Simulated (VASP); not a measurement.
# LiF (Griceite) (Fm-3m) in VASP: notebook, part 2 of 2

VASP 6.6.1.

**3. Relaxation of cell and atoms, PBE**

This run uses another cell than the first one, of 8.31 Å³/atom, 1.017 times its volume.

The input, INCAR:

```
  PREC = Accurate
  ENCUT = 600
  EDIFF = 1E-7
  ISMEAR = 0
  SIGMA = 0.03
  LREAL = False
  LASPH = True
  NELM = 80
  ALGO = Normal
  ISIF = 3
  LWAVE = False
  LCHARG = False
  GGA = PE
  IBRION = 2
  NSW = 90
  EDIFFG = -0.005
```

The input, KPOINTS:

```
Automatic mesh
0
Gamma
  12 12 12
```

The input, POSCAR:

```
LiF                                     
1.0
   -0.0000000000      2.0254491992      2.0254491992
    2.0254491992      0.0000000000      2.0254491992
    2.0254491992      2.0254491992     -0.0000000000
  Li              F             
     1     1
Direct
     0.0000000000000000    0.0000000000000000    0.0000000000000000
     0.5000000000000000    0.5000000000000000    0.5000000000000000
```

Potentials or basis: VASP PAW PBE potentials, release 64 (Li_sv, F).

On the command line:

```
$ cat potpaw_PBE.64/Li_sv/POTCAR potpaw_PBE.64/F/POTCAR > POTCAR
$ mpirun -np 1 vasp_std > vasp.out
```

OUTCAR:

```text
PREC = Accurate
   ENCUT = 600
   EDIFF = 1E-7
   ISMEAR = 0
   LREAL = False
   LASPH = True
   NELM = 80
   ISIF = 3
   GGA = PE
   IBRION = 2
   NSW = 90
   EDIFFG = -0.005

 ion  position               nearest neighbor table
   1  0.000  0.000  0.000-   2 2.03   2 2.03   2 2.03   2 2.03   2 2.03   2 2.03
   2  0.500  0.500  0.500-   1 2.03   1 2.03   1 2.03   1 2.03   1 2.03   1 2.03

  LATTYP: Found a face centered cubic cell.
 ALAT       =     4.0508983984

  Lattice vectors:

 A1 = (   0.0000000000,   2.0254491992,   2.0254491992)
 A2 = (   2.0254491992,   0.0000000000,   2.0254491992)
 A3 = (   2.0254491992,   2.0254491992,   0.0000000000)

Analysis of symmetry for initial positions (statically):
=====================================================================
 Subroutine PRICEL returns:
 Original cell was already a primitive cell.

 Routine SETGRP: Setting up the symmetry group for a
 face centered cubic supercell.

 Subroutine GETGRP returns: Found 48 space group operations
 (whereof 48 operations were pure point group operations)
 out of a pool of 48 trial point group operations.

The static configuration has the point symmetry O_h .

Analysis of symmetry for dynamics (positions and initial velocities):
=====================================================================
 Subroutine PRICEL returns:
 Original cell was already a primitive cell.

 Routine SETGRP: Setting up the symmetry group for a
 face centered cubic supercell.

 Subroutine GETGRP returns: Found 48 space group operations
 (whereof 48 operations were pure point group operations)
 out of a pool of 48 trial point group operations.

The dynamic configuration has the point symmetry O_h .

 Subroutine INISYM returns: Found 48 space group operations
 (whereof 48 operations are pure point group operations),
 and found     1 'primitive' translations

----------------------------------------------------------------------------------------

                                     Primitive cell

[... 114 lines left out ...]
   LORBIT       =      0    0 simple, 1 ext, 2 COOP (PROOUT), +10 PAW based schemes
   GGA     = PE    functional components
   LHFCALC =     F    Hartree Fock is set to
   AEXX    =    0.0000 exact exchange contribution
   IVDW    =     0    specifies the selected vdW correction
   LEPSILON=     F    determine dielectric tensor
   LRPA    =     F    only Hartree local field effects (RPA)
 conjugate gradient relaxation of ions
 non-spin polarized calculation
 Gauss-broadening in eV      SIGMA  =   0.03
  energy-cutoff  :      600.00
  volume of cell :       16.62
 maximum number of plane-waves:       568
   NGX = 11   NGY = 11   NGZ = 11

 number of electron      10.0000000 magnetization

 number of electron       9.9999991 magnetization

 Free energy of the ion-electron system (eV)
  ---------------------------------------------------
  ext. energy  EPLUGINS =         0.00000000
  ---------------------------------------------------
  free energy    TOTEN  =        -9.64265472 eV

  energy without entropy =       -9.64265472  energy(sigma->0) =       -9.64265472

 E-fermi :  -0.8925     XC(G=0):  -9.9007

 val. band max:       -1.1236206944   @ k =   0.0000   0.0000   0.0000
 cond. band min:       7.8150728425   @ k =   0.0000   0.0000   0.0000
 fundamental gap:      8.9386935369
 Fermi energy:        -0.8925484132

 k-point     1 :       0.0000    0.0000    0.0000
  band No.  band energies     occupation
      1     -42.0785      2.00000
      2     -21.0517      2.00000
      3      -1.1236      2.00000
      4      -1.1236      2.00000
      5      -1.1236      2.00000
      6       7.8151      0.00000
      7      22.6199      0.00000
      8      22.6199      0.00000
      9      22.6199      0.00000
[... 265 lines left out ...]
 k-point    24 :      -0.4167    0.1667    0.0000
  band No.  band energies     occupation
      1     -42.0199      2.00000
      2     -20.5629      2.00000
      3      -3.4487      2.00000
      4      -2.0241      2.00000
      5      -1.4651      2.00000
      6      10.6245      0.00000
      7      14.7186      0.00000
      8      17.7710      0.00000
      9      17.8652      0.00000

 [... further k-points ...]
[... 5 lines left out ...]
  --------------------------------------------------------------------------------------
  -------------------------------------------------------------------------------------
  Total        0.0092381      0.0092381      0.0092381      0.0000000     -0.0000000      0.0000000
  in kB        0.8906318      0.8906318      0.8906318      0.0000000     -0.0000000      0.0000000
  external PRESSURE =       0.8906318 kB  Pullay stress =       0.0000000 kB

 VOLUME and BASIS-vectors are now :
 -----------------------------------------------------------------------------
  energy-cutoff  :      600.00
  volume of cell :       16.62
      direct lattice vectors                 reciprocal lattice vectors
     0.000000000  2.025449199  2.025449199    -0.246858820  0.246858820  0.246858820
     2.025449199  0.000000000  2.025449199     0.246858820 -0.246858820  0.246858820
     2.025449199  2.025449199  0.000000000     0.246858820  0.246858820 -0.246858820

 POSITION                                       TOTAL-FORCE (eV/Angst)
 -----------------------------------------------------------------------------------
      0.00000      0.00000      0.00000         0.000000      0.000000     -0.000000
      2.02545      2.02545      2.02545        -0.000000     -0.000000      0.000000
 -----------------------------------------------------------------------------------
    total drift:                               -0.000000     -0.000000      0.000000

  FREE ENERGIE OF THE ION-ELECTRON SYSTEM (eV)
  ---------------------------------------------------
  free  energy   TOTEN  =        -9.6426547225 eV

  energy  without entropy=       -9.6426547225  energy(sigma->0) =       -9.64265472

 reached required accuracy - stopping structural energy minimisation
```

Wall time 6.4 s (1 thread of Intel Xeon Platinum 8559C (Emerald Rapids), shared host); peak memory 0.13 GiB.

Results:

| Quantity | Value |
| --- | --- |
| Free energy | -9.6427 eV |
| Pressure after relaxing | 0.1 GPa |
| Band gap on the k mesh | 8.94 eV, direct |

Final structure:
```
CELL_PARAMETERS angstrom
0.00000 2.02545 2.02545
2.02545 0.00000 2.02545
2.02545 2.02545 0.00000
ATOMIC_POSITIONS crystal
Li 0.00000 0.00000 0.00000
F 0.50000 0.50000 0.50000
```

Caveat: the cutoff is under 1.25 times the usual one of these potentials, so pressure, stress and relaxed cells hold a basis-set (Pulay) error; the relaxation stopped at its first step, so nothing moved. PBE gaps usually lie below the measured ones, often by a third to a half.

**4. Relaxation of cell and atoms, PBE**

The input, INCAR:

```
ALGO = Normal
EDIFF = 1E-6
EDIFFG = -0.01
ENCUT = 600
GGA = PE
IBRION = 2
ISIF = 3
ISMEAR = 0
LASPH = T
LCHARG = F
LREAL = F
LWAVE = F
NELM = 80
NSW = 90
PREC = Accurate
SIGMA = 0.03
```

The input, KPOINTS:

```
k-points
0
Gamma
  12 12 12
```

The input, POSCAR:

```
LiF
1.0
    0.0000000000      2.0140000000      2.0140000000
    2.0140000000      0.0000000000      2.0140000000
    2.0140000000      2.0140000000      0.0000000000
Li F
1 1
Direct
    0.0000000000      0.0000000000      0.0000000000
    0.5000000000      0.5000000000      0.5000000000
```

On the command line:

```
$ cat potpaw_PBE.64/Li_sv/POTCAR potpaw_PBE.64/F/POTCAR > POTCAR
$ mpirun -np 1 vasp_std > vasp.out
```

Wall time 9.3 s (1 thread of Intel Xeon 6975P-C (Granite Rapids), shared host); peak memory 0.14 GiB.

It converged, with:

```yaml
Free_energy: -9.6413 eV
Relaxed_volume: 8.31 Å³/atom
Relaxed_cell: a = 2.864 Å, b = 2.864 Å, c = 2.864 Å, α = 60.00°, β = 60.00°, γ = 60.00°
Space_group_after_relaxing_to_0.05_Å: Fm-3m (No. 225)
Energy_gained_by_relaxing: 0.7 meV/atom
Ionic_steps: 3
Pressure_after_relaxing: 0.2 GPa
Band_gap_on_the_k_mesh: 8.94 eV, direct
```

Step by step:
| step | energy change (eV) | largest force (eV/Å) | pressure (GPa) | volume (Å³) |
| --- | --- | --- | --- | --- |
| 1 | 0.0000 | 0.0000 | 1.33 | 16.34 |
| 2 | -0.0010 | 0.0000 | 0.65 | 16.50 |
| 3 | -0.0013 | 0.0000 | 0.18 | 16.62 |

Final structure:
```yaml
crystal:
  lattice:
    - [0.00000, 2.02545, 2.02545]
    - [2.02545, 0.00000, 2.02545]
    - [2.02545, 2.02545, 0.00000]
  atoms:
    - { symbol: Li, position: [0.00000, 0.00000, 0.00000] }
    - { symbol: F, position: [0.50000, 0.50000, 0.50000] }
```

Levels at points of the mesh, in eV from the valence-band top:
```
           k point  band 1  band 2  band 3  band 4  band 5  band 6  band 7  band 8  band 9
(0.00, 0.00, 0.00)  -40.95  -19.93    0.00    0.00    0.00    8.94   23.74   23.74   23.74
(0.50, 0.00, 0.00)  -40.90  -19.51   -2.47   -0.22   -0.22   10.68   16.53   18.76   18.76
(0.50, 0.50, 0.00)  -40.89  -19.25   -2.93   -0.97   -0.97   14.65   16.39   17.24   20.04
```

Caveat: the cutoff is under 1.25 times the usual one of these potentials, so pressure, stress and relaxed cells hold a basis-set (Pulay) error.
